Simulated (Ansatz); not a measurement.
The system is Co.

```
Co
1.0
     2.48736    0.00000    0.00000
    -1.24368    2.15412    0.00000
     0.00000    0.00000    4.06329
Co
2
Direct
  0.33333 0.66667 0.74014
  0.66667 0.33333 0.25986
```

```yaml
Program: Ansatz 0.2.0
Task: single point
Functional: PBE
Potentials_or_basis: all-electron LAPW, scalar-relativistic
Cutoff: 328 eV (chosen from the basis error)
Basis_error_allowed: 0.001 eV/atom
k_mesh: 12 × 12 × 7
Occupations: fermi-dirac, width 0.05 eV
Spin: collinear spin, ferromagnetic start
Starting_moments: "[2.0, 2.0] μB"
```

On this cell: pressure 0.7 GPa; largest force 0.490 eV/Å; net moment 3.27 μB per cell; site moments Co +1.70 μB; band gap on the k mesh none (metal or under the smearing width).

The same run follows on a disturbed copy (atoms moved at random, drawn with an rms of 0.05 Å):

```
Co
1.0
     2.48736    0.00000    0.00000
    -1.24368    2.15412    0.00000
     0.00000    0.00000    4.06329
Co
2
Direct
  0.33137 0.64975 0.73713
  0.67030 0.32052 0.26370
```

Task: What does the disturbed cell give?

Result: The energy (extrapolated to zero smearing) moves by +8.3 meV/atom; pressure 1.4 GPa; largest force 0.720 eV/Å; net moment 3.28 μB per cell; site moments Co +1.71 μB; band gap on the k mesh none (metal or under the smearing width).

Forces on the atoms (eV/Å):
```
Co   0.023  0.023  0.720
Co  -0.023 -0.023 -0.720
```

Stress tensor (GPa, compression positive):
```
2.28 0.18 0.12
0.18 1.91 0.12
0.12 0.12 0.13
```
